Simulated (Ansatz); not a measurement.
# Germanium, bcc under LDA: structure, energy and stiffness, part 2 of 2

What does LDA give for germanium in the bcc structure? We relax it, solve it on a dense k-mesh, switch on spin-orbit coupling, then scale the cell to 7 volumes from 88 to 112 % of the relaxed one and try a fit of the equation of state. The k-meshes are 13×13×13 for the relaxation; 22×22×22 for the dense run; 13×13×13 for spin-orbit coupling; 15×15×15 for the volumes.

Ansatz 0.2.0; DFT, LDA (PW92), plane waves (420 eV) with PAW, scalar-relativistic. The steps go on from the part before.

## 5. At 88 % of the relaxed volume

This is Ge in the bcc structure; at room conditions it is diamond.

Input file input.yaml:

```yaml
crystal:
  lattice:
    - [-1.5795776598, 1.5795776598, 1.5795776598]
    - [1.5795776598, -1.5795776598, 1.5795776598]
    - [1.5795776598, 1.5795776598, -1.5795776598]
  atoms:
    - { symbol: Ge, position: [0.0, 0.0, 0.0] }
hamiltonian:
  xc: lda
  pseudopotentials:
    kind: paw
    azcp:
      Ge: "pseudopotentials/Ge.paw.azcp"
basis:
  ecutwfc: 420
  fft_grid_basis: typed
kpoints:
  mp_grid: { grid: [15, 15, 15], shift: [0, 0, 0] }
magnetization:
  spin_polarized: false
scf:
  occupations: { method: fermi_dirac, width: 0.1 }
  lower_state_search: "off"
output:
  stress: true
  write_density: true
  write_potential: true
  elf: true
  volumetric_format: npy
```

The run is started by

```console
ansatz run input.yaml --threads 2 --pin off --max-ram 5120MiB --backend cpu --events-out ev --progress --plain --runs-dir out
```

Log, cut to the lines that bear on the results:

```text
Warning: <dir> the record states the generating functional pbe (its physics header spells it `PBE`), which answers neither for hamiltonian.xc's functional nor for the lda family's — results may be inconsistent (PPs are generated against a specific XC)
Warning: RAYON_NUM_THREADS=2 ignored (pool sized by the plan → 2); use --threads N
[...]
Pseudopotentials: kind: paw
Pseudopotential: Ge, paw, valence charge 14, recommended cutoff 420 eV (normal), <dir>
Functional definition: SPW92
[...]
Crystal: 1 atoms, lattice volume = 15.765 Å³
Basis set: ecut = 420 eV, 321 PW (Γ)
Bands: 11, of which v1, the nominal top of the filled ones, is band 7 counted from 1 (6 counted from 0)
Symmetry: 48 space group operations
Space group: Im-3m (ITA 229), of the structure as read, at distance tolerance 2.5e-5 Å
k-points: 120 of 3375
[...]
SCF iter   1: F=—  HF=-4215.347541 eV  |F-HF|=—  |Δ(HF+E_count)|=         —  Δρ=5.31e-3  dr2=2.10e-3  ethr=1.77e-3  ⟨swp⟩=5.0  Hψ=7118  notcnv=0
[...]
SCF iter   6: F=-4215.346224 eV  HF=-4215.346224 eV  |F-HF|=5.56e-9  |Δ(HF+E_count)|=   1.47e-7  Δρ=5.03e-6  dr2=1.91e-9  ethr=7.14e-10  ⟨swp⟩=8.0  Hψ=8069  notcnv=0
[...]
SCF converged after 6 iterations
Free energy (F): -4215.346224 eV
[...]
E sigma→0 (E₀):  -4215.339904 eV
Entropy (-TS):   -0.012641 eV (-12.641 meV/atom)
Fermi energy:    13.639552 eV
[...]
--- Stress (GPa, compression-positive) ---
       12.643978       0.000000      -0.000000
        0.000000      12.643978       0.000000
        0.000000       0.000000      12.643978
  P = ⅓ Tr σ = 12.6440 GPa (126.440 kbar)
--- Band table (eV; the first three rows and the last of 120) ---
  k-point 0: bands = ["-11.2460", "-11.2460", "-11.2460", "-11.1022", "-11.1022", "-1.1058", "24.7166", "24.7166", "24.7166", "30.0158", "30.0158"]
[...]
```

Wall time 0.82 s (2 threads of Arm Neoverse V2, shared host); peak memory 0.27 GiB.

The maps below are laid out on this run's own conventional cell (a, b, c = 3.159, 3.159, 3.159 Å).

Density in a lattice plane of the grid's cell (edges 3.16 and 3.16 Å, at 0.000 of the third edge), which holds Ge.

Ten even steps from ' ' (0.15 e/Å³) to '@' (56.34 e/Å³):
```
##++--..                                  ..--++
--::..                                      ..::
....                                          ..
                                                
                                                
                                                
                                                
                                                
                                                
                                                
                                                
                                                
                                                
                                                
                                                
                                                
....                                          ..
--::..                                      ..::
##++--..                                  ..--++
@@##==..                                  ..==##
```
Columns run along the first of these edges and rows up along the second, over one cell in 24 and 20 even steps from the bottom left corner. Atoms in the plane (fractional): Ge at (0.00, 0.00).

ELF in the same plane.

Ten even steps from ' ' (0.03) to '@' (0.42):
```
..    ..==##@@@@@@%%**++==++**%%@@@@@@##==..    
    ..--**%%@@@@@@%%**++==++**%%@@@@@@%%**--..  
::--==**##@@@@@@@@%%**======**%%@@@@@@@@##**==--
****##%%@@@@@@@@%%##++======++##%%@@@@@@@@%%##**
@@@@@@@@@@@@@@@@%%**++======++**%%@@@@@@@@@@@@@@
@@@@@@@@@@@@@@%%##++++======++++##%%@@@@@@@@@@@@
%%%%%%%%%%%%##****++==========++****##%%%%%%%%%%
########******++++==============++++******######
++++++++++==============================++++++++
================================================
++++++++++==============================++++++++
########******++++==============++++******######
%%%%%%%%%%%%##****++==========++****##%%%%%%%%%%
@@@@@@@@@@@@@@%%##++++======++++##%%@@@@@@@@@@@@
@@@@@@@@@@@@@@@@%%**++======++**%%@@@@@@@@@@@@@@
****##%%@@@@@@@@%%##++======++##%%@@@@@@@@%%##**
::--==**##@@@@@@@@%%**======**%%@@@@@@@@##**==--
    ..--**%%@@@@@@%%**++==++**%%@@@@@@%%**--..  
..    ..==##@@@@@@%%**++==++**%%@@@@@@##==..    
**::    --**@@@@%%%%**++==++**%%%%@@@@**--    ::
```
Columns run along the first of these edges and rows up along the second, over one cell in 24 and 20 even steps from the bottom left corner. Atoms in the plane (fractional): Ge at (0.00, 0.00).

Both are smooth fields of the valence electrons: close to the nuclei they are not physical.

Maxima of ELF outside the ion cores: 0.46 on the Ge–Ge line, 1.4 Å from Ge.

## 6. At 92 % of the relaxed volume

Edit input.yaml of step 5 so:

```diff
@@ -2,5 +2,5 @@
   lattice:
-    - [-1.5795776598, 1.5795776598, 1.5795776598]
-    - [1.5795776598, -1.5795776598, 1.5795776598]
-    - [1.5795776598, 1.5795776598, -1.5795776598]
+    - [-1.603156922, 1.603156922, 1.603156922]
+    - [1.603156922, -1.603156922, 1.603156922]
+    - [1.603156922, 1.603156922, -1.603156922]
   atoms:
```

The run is started by

```console
ansatz run input.yaml --threads 2 --pin off --max-ram 5120MiB --backend cpu --events-out ev --progress --plain --runs-dir out
```

Log, cut to the lines that bear on the results:

```text
Warning: <dir> the record states the generating functional pbe (its physics header spells it `PBE`), which answers neither for hamiltonian.xc's functional nor for the lda family's — results may be inconsistent (PPs are generated against a specific XC)
Warning: RAYON_NUM_THREADS=2 ignored (pool sized by the plan → 2); use --threads N
[...]
[... 3 set-up lines as earlier in the session ...]
[...]
Crystal: 1 atoms, lattice volume = 16.481 Å³
Basis set: ecut = 420 eV, 321 PW (Γ)
Bands: 11, of which v1, the nominal top of the filled ones, is band 7 counted from 1 (6 counted from 0)
[... 2 set-up lines as earlier in the session ...]
k-points: 120 of 3375
[...]
SCF iter   1: F=—  HF=-4215.391405 eV  |F-HF|=—  |Δ(HF+E_count)|=         —  Δρ=5.02e-3  dr2=2.04e-3  ethr=1.77e-3  ⟨swp⟩=5.0  Hψ=7091  notcnv=0
[...]
SCF iter   6: F=-4215.390105 eV  HF=-4215.390105 eV  |F-HF|=2.59e-8  |Δ(HF+E_count)|=   3.19e-7  Δρ=1.05e-5  dr2=8.71e-9  ethr=7.14e-10  ⟨swp⟩=8.0  Hψ=8554  notcnv=0
[...]
SCF converged after 6 iterations
Free energy (F): -4215.390105 eV
[...]
E sigma→0 (E₀):  -4215.383274 eV
Entropy (-TS):   -0.013661 eV (-13.661 meV/atom)
Fermi energy:    12.885671 eV
[...]
--- Stress (GPa, compression-positive) ---
        7.183197       0.000000       0.000000
       -0.000000       7.183197      -0.000000
       -0.000000      -0.000000       7.183197
  P = ⅓ Tr σ = 7.1832 GPa (71.832 kbar)
--- Band table (eV; the first three rows and the last of 120) ---
  k-point 0: bands = ["-11.9774", "-11.9774", "-11.9774", "-11.8503", "-11.8503", "-1.4454", "23.4124", "23.4124", "23.4124", "28.8756", "28.8756"]
[...]
```

It took 0.85 s on 2 threads of Arm Neoverse V2, shared host; peak memory 0.27 GiB.

## 7. At 96 % of the relaxed volume

Edit input.yaml of step 6 so:

```diff
@@ -2,5 +2,5 @@
   lattice:
-    - [-1.603156922, 1.603156922, 1.603156922]
-    - [1.603156922, -1.603156922, 1.603156922]
-    - [1.603156922, 1.603156922, -1.603156922]
+    - [-1.6260622584, 1.6260622584, 1.6260622584]
+    - [1.6260622584, -1.6260622584, 1.6260622584]
+    - [1.6260622584, 1.6260622584, -1.6260622584]
   atoms:
@@ -25,5 +25 @@
   stress: true
-  write_density: true
-  write_potential: true
-  elf: true
-  volumetric_format: npy
```

The run is started by

```console
ansatz run input.yaml --threads 2 --pin off --max-ram 5120MiB --backend cpu --events-out ev --progress --plain --runs-dir out
```

Log, cut to the lines that bear on the results:

```text
Warning: <dir> the record states the generating functional pbe (its physics header spells it `PBE`), which answers neither for hamiltonian.xc's functional nor for the lda family's — results may be inconsistent (PPs are generated against a specific XC)
Warning: RAYON_NUM_THREADS=2 ignored (pool sized by the plan → 2); use --threads N
[...]
[... 3 set-up lines as earlier in the session ...]
[...]
Crystal: 1 atoms, lattice volume = 17.198 Å³
Basis set: ecut = 420 eV, 321 PW (Γ)
Bands: 11, of which v1, the nominal top of the filled ones, is band 7 counted from 1 (6 counted from 0)
[... 2 set-up lines as earlier in the session ...]
k-points: 120 of 3375
[...]
SCF iter   1: F=—  HF=-4215.413442 eV  |F-HF|=—  |Δ(HF+E_count)|=         —  Δρ=4.78e-3  dr2=1.99e-3  ethr=1.77e-3  ⟨swp⟩=5.0  Hψ=7144  notcnv=0
[...]
SCF iter   6: F=-4215.412160 eV  HF=-4215.412160 eV  |F-HF|=5.21e-10  |Δ(HF+E_count)|=   1.01e-7  Δρ=1.76e-6  dr2=2.30e-10  ethr=6.05e-10  ⟨swp⟩=4.0  Hψ=4110  notcnv=0
[...]
SCF converged after 6 iterations
Free energy (F): -4215.412160 eV
[...]
E sigma→0 (E₀):  -4215.404547 eV
Entropy (-TS):   -0.015227 eV (-15.227 meV/atom)
Fermi energy:    12.190513 eV
[...]
--- Stress (GPa, compression-positive) ---
        2.852172      -0.000000       0.000000
       -0.000000       2.852172       0.000000
        0.000000       0.000000       2.852172
  P = ⅓ Tr σ = 2.8522 GPa (28.522 kbar)
```

Wall time 0.86 s (2 threads of Arm Neoverse V2, shared host); peak memory 0.27 GiB.

## 8. At 100 % of the relaxed volume

Edit input.yaml of step 7 so:

```diff
@@ -2,5 +2,5 @@
   lattice:
-    - [-1.6260622584, 1.6260622584, 1.6260622584]
-    - [1.6260622584, -1.6260622584, 1.6260622584]
-    - [1.6260622584, 1.6260622584, -1.6260622584]
+    - [-1.6483398522, 1.6483398522, 1.6483398522]
+    - [1.6483398522, -1.6483398522, 1.6483398522]
+    - [1.6483398522, 1.6483398522, -1.6483398522]
   atoms:
@@ -25 +25,5 @@
   stress: true
+  write_density: true
+  write_potential: true
+  elf: true
+  volumetric_format: npy
```

The run is started by

```console
ansatz run input.yaml --threads 2 --pin off --max-ram 5120MiB --backend cpu --events-out ev --progress --plain --runs-dir out
```

Log, cut to the lines that bear on the results:

```text
Warning: <dir> the record states the generating functional pbe (its physics header spells it `PBE`), which answers neither for hamiltonian.xc's functional nor for the lda family's — results may be inconsistent (PPs are generated against a specific XC)
Warning: RAYON_NUM_THREADS=2 ignored (pool sized by the plan → 2); use --threads N
[...]
[... 3 set-up lines as earlier in the session ...]
[...]
Crystal: 1 atoms, lattice volume = 17.914 Å³
Basis set: ecut = 420 eV, 369 PW (Γ)
Bands: 11, of which v1, the nominal top of the filled ones, is band 7 counted from 1 (6 counted from 0)
[... 2 set-up lines as earlier in the session ...]
k-points: 120 of 3375
[...]
SCF iter   1: F=—  HF=-4215.418265 eV  |F-HF|=—  |Δ(HF+E_count)|=         —  Δρ=4.76e-3  dr2=2.01e-3  ethr=1.77e-3  ⟨swp⟩=5.0  Hψ=7196  notcnv=0
[...]
SCF iter   6: F=-4215.416987 eV  HF=-4215.416987 eV  |F-HF|=1.22e-10  |Δ(HF+E_count)|=   5.72e-9  Δρ=1.10e-6  dr2=1.15e-10  ethr=7.45e-11  ⟨swp⟩=4.3  Hψ=6137  notcnv=0
[...]
SCF converged after 6 iterations
Free energy (F): -4215.416987 eV
[...]
E sigma→0 (E₀):  -4215.408483 eV
Entropy (-TS):   -0.017008 eV (-17.008 meV/atom)
Fermi energy:    11.544962 eV
[...]
--- Stress (GPa, compression-positive) ---
       -0.556977       0.000000      -0.000000
        0.000000      -0.556977      -0.000000
        0.000000       0.000000      -0.556977
  P = ⅓ Tr σ = -0.5570 GPa (-5.570 kbar)
--- Band table (eV; the first three rows and the last of 120) ---
  k-point 0: bands = ["-13.2844", "-13.2844", "-13.2844", "-13.1842", "-13.1842", "-2.0469", "21.1112", "21.1112", "21.1112", "26.8504", "26.8504"]
[...]
```

It took 0.8 s on 2 threads of Arm Neoverse V2, shared host; peak memory 0.28 GiB.

## 9. At 104 % of the relaxed volume

Edit input.yaml of step 8 so:

```diff
@@ -2,5 +2,5 @@
   lattice:
-    - [-1.6483398522, 1.6483398522, 1.6483398522]
-    - [1.6483398522, -1.6483398522, 1.6483398522]
-    - [1.6483398522, 1.6483398522, -1.6483398522]
+    - [-1.6700310219, 1.6700310219, 1.6700310219]
+    - [1.6700310219, -1.6700310219, 1.6700310219]
+    - [1.6700310219, 1.6700310219, -1.6700310219]
   atoms:
@@ -25,5 +25 @@
   stress: true
-  write_density: true
-  write_potential: true
-  elf: true
-  volumetric_format: npy
```

The run is started by

```console
ansatz run input.yaml --threads 2 --pin off --max-ram 5120MiB --backend cpu --events-out ev --progress --plain --runs-dir out
```

Log, cut to the lines that bear on the results:

```text
Warning: <dir> the record states the generating functional pbe (its physics header spells it `PBE`), which answers neither for hamiltonian.xc's functional nor for the lda family's — results may be inconsistent (PPs are generated against a specific XC)
Warning: RAYON_NUM_THREADS=2 ignored (pool sized by the plan → 2); use --threads N
[...]
[... 3 set-up lines as earlier in the session ...]
[...]
Crystal: 1 atoms, lattice volume = 18.631 Å³
Basis set: ecut = 420 eV, 369 PW (Γ)
Bands: 11, of which v1, the nominal top of the filled ones, is band 7 counted from 1 (6 counted from 0)
[... 2 set-up lines as earlier in the session ...]
k-points: 120 of 3375
[...]
SCF iter   1: F=—  HF=-4215.409571 eV  |F-HF|=—  |Δ(HF+E_count)|=         —  Δρ=4.60e-3  dr2=2.02e-3  ethr=1.77e-3  ⟨swp⟩=5.1  Hψ=7376  notcnv=0
[...]
SCF iter   6: F=-4215.408254 eV  HF=-4215.408254 eV  |F-HF|=1.35e-10  |Δ(HF+E_count)|=   7.17e-9  Δρ=8.87e-7  dr2=8.90e-11  ethr=6.38e-11  ⟨swp⟩=1.0  Hψ=3948  notcnv=0
[...]
SCF converged after 6 iterations
Free energy (F): -4215.408254 eV
[...]
E sigma→0 (E₀):  -4215.398961 eV
Entropy (-TS):   -0.018587 eV (-18.587 meV/atom)
Fermi energy:    10.943781 eV
[...]
--- Stress (GPa, compression-positive) ---
       -3.241437      -0.000000       0.000000
        0.000000      -3.241437       0.000000
       -0.000000       0.000000      -3.241437
  P = ⅓ Tr σ = -3.2414 GPa (-32.414 kbar)
```

Run time: 0.62 s. Hardware: 2 threads of Arm Neoverse V2, shared host; peak memory 0.27 GiB.

## 10. At 108 % of the relaxed volume

Edit input.yaml of step 9 so:

```diff
@@ -2,5 +2,5 @@
   lattice:
-    - [-1.6700310219, 1.6700310219, 1.6700310219]
-    - [1.6700310219, -1.6700310219, 1.6700310219]
-    - [1.6700310219, 1.6700310219, -1.6700310219]
+    - [-1.6911728995, 1.6911728995, 1.6911728995]
+    - [1.6911728995, -1.6911728995, 1.6911728995]
+    - [1.6911728995, 1.6911728995, -1.6911728995]
   atoms:
```

The run is started by

```console
ansatz run input.yaml --threads 2 --pin off --max-ram 5120MiB --backend cpu --events-out ev --progress --plain --runs-dir out
```

Log, cut to the lines that bear on the results:

```text
Warning: <dir> the record states the generating functional pbe (its physics header spells it `PBE`), which answers neither for hamiltonian.xc's functional nor for the lda family's — results may be inconsistent (PPs are generated against a specific XC)
Warning: RAYON_NUM_THREADS=2 ignored (pool sized by the plan → 2); use --threads N
[...]
[... 3 set-up lines as earlier in the session ...]
[...]
Crystal: 1 atoms, lattice volume = 19.347 Å³
Basis set: ecut = 420 eV, 369 PW (Γ)
Bands: 11, of which v1, the nominal top of the filled ones, is band 7 counted from 1 (6 counted from 0)
[... 2 set-up lines as earlier in the session ...]
k-points: 120 of 3375
[...]
SCF iter   1: F=—  HF=-4215.390131 eV  |F-HF|=—  |Δ(HF+E_count)|=         —  Δρ=4.50e-3  dr2=2.07e-3  ethr=1.77e-3  ⟨swp⟩=5.1  Hψ=7367  notcnv=0
[...]
SCF iter   6: F=-4215.388801 eV  HF=-4215.388801 eV  |F-HF|=1.74e-10  |Δ(HF+E_count)|=   7.39e-9  Δρ=9.65e-7  dr2=1.04e-10  ethr=6.50e-11  ⟨swp⟩=1.0  Hψ=3947  notcnv=0
[...]
SCF converged after 6 iterations
Free energy (F): -4215.388801 eV
[...]
E sigma→0 (E₀):  -4215.378954 eV
Entropy (-TS):   -0.019695 eV (-19.695 meV/atom)
Fermi energy:    10.383628 eV
[...]
--- Stress (GPa, compression-positive) ---
       -5.377304       0.000000      -0.000000
       -0.000000      -5.377304       0.000000
       -0.000000       0.000000      -5.377304
  P = ⅓ Tr σ = -5.3773 GPa (-53.773 kbar)
```

Wall time 0.62 s (2 threads of Arm Neoverse V2, shared host); peak memory 0.27 GiB.

## 11. At 112 % of the relaxed volume

Edit input.yaml of step 10 so:

```diff
@@ -2,5 +2,5 @@
   lattice:
-    - [-1.6911728995, 1.6911728995, 1.6911728995]
-    - [1.6911728995, -1.6911728995, 1.6911728995]
-    - [1.6911728995, 1.6911728995, -1.6911728995]
+    - [-1.711798992, 1.711798992, 1.711798992]
+    - [1.711798992, -1.711798992, 1.711798992]
+    - [1.711798992, 1.711798992, -1.711798992]
   atoms:
@@ -25 +25,5 @@
   stress: true
+  write_density: true
+  write_potential: true
+  elf: true
+  volumetric_format: npy
```

The run is started by

```console
ansatz run input.yaml --threads 2 --pin off --max-ram 5120MiB --backend cpu --events-out ev --progress --plain --runs-dir out
```

Log, cut to the lines that bear on the results:

```text
Warning: <dir> the record states the generating functional pbe (its physics header spells it `PBE`), which answers neither for hamiltonian.xc's functional nor for the lda family's — results may be inconsistent (PPs are generated against a specific XC)
Warning: RAYON_NUM_THREADS=2 ignored (pool sized by the plan → 2); use --threads N
[...]
[... 3 set-up lines as earlier in the session ...]
[...]
Crystal: 1 atoms, lattice volume = 20.064 Å³
Basis set: ecut = 420 eV, 381 PW (Γ)
Bands: 11, of which v1, the nominal top of the filled ones, is band 7 counted from 1 (6 counted from 0)
[... 2 set-up lines as earlier in the session ...]
k-points: 120 of 3375
[...]
SCF iter   1: F=—  HF=-4215.362128 eV  |F-HF|=—  |Δ(HF+E_count)|=         —  Δρ=4.44e-3  dr2=2.18e-3  ethr=1.77e-3  ⟨swp⟩=5.1  Hψ=7402  notcnv=0
[...]
SCF iter   6: F=-4215.360775 eV  HF=-4215.360775 eV  |F-HF|=6.94e-10  |Δ(HF+E_count)|=   5.04e-8  Δρ=1.74e-6  dr2=3.61e-10  ethr=4.46e-10  ⟨swp⟩=5.3  Hψ=6937  notcnv=0
[...]
SCF converged after 6 iterations
Free energy (F): -4215.360775 eV
[...]
E sigma→0 (E₀):  -4215.350596 eV
Entropy (-TS):   -0.020357 eV (-20.357 meV/atom)
Fermi energy:    9.861628 eV
[...]
--- Stress (GPa, compression-positive) ---
       -7.094456       0.000000      -0.000000
        0.000000      -7.094456       0.000000
       -0.000000       0.000000      -7.094456
  P = ⅓ Tr σ = -7.0945 GPa (-70.945 kbar)
--- Band table (eV; the first three rows and the last of 120) ---
  k-point 0: bands = ["-14.9286", "-14.9286", "-14.9286", "-14.8566", "-14.8566", "-2.7970", "18.2671", "18.2671", "18.2671", "24.3255", "24.3255"]
[...]
```

Wall time 0.99 s (2 threads of Arm Neoverse V2, shared host); peak memory 0.28 GiB.

## 12. Fitting the volumes

The cell was scaled evenly, with its shape and the fractional positions fixed.

```
V (Å³/atom)  E − E₀ (meV/atom)  P from the stress (GPa)  P from the fit (GPa)
     15.765               69.0                    12.64                 12.61
     16.481               25.6                     7.18                  7.02
     17.198                4.4                     2.85                  2.66
     17.914                0.4                    -0.56                 -0.74
     18.631                9.9                    -3.24                 -3.41
     19.347               30.0                    -5.38                 -5.48
     20.064               58.3                    -7.09                 -7.10
```

A third-order Birch-Murnaghan fit gives V₀ = 17.742 Å³/atom, B₀ = 79 GPa and B₀′ = 5.1; it misses no point by more than 0.04 meV/atom.

The fit is made to E(σ → 0), while the stress belongs to the free energy F; that is one source of the offset between the two pressures.

## 13. Summary of results

What follows sums up all 2 parts.

| quantity | value |
| --- | --- |
| space group (spins left aside) | Im-3m (No. 229) |
| conventional cell | a = 3.297 Å |
| volume | 17.914 Å³/atom |
| shortest distance | 2.855 Å |
| gap on the mesh | none (levels filled in part) |
| relative to diamond | +307 meV/atom |
| V₀, B₀, B₀′ | 17.742 Å³/atom, 79 GPa, 5.1 |

The relaxation shrank the cell by 6.9 % in volume. Against the reference form of germanium (diamond, computed apart with the same settings) it stands 307 meV/atom higher, so it is far from stable. Levels at the Fermi energy are filled in part, as in a metal. The total energy of the spin-orbit run (on a coarser mesh) lies -86 meV/atom from the scalar one; mesh and treatment of the core enter this figure, so it is no spin-orbit energy. The fitted modulus is 79 GPa. The symmetry was held, so the structure may be unstable against distortions that break it.
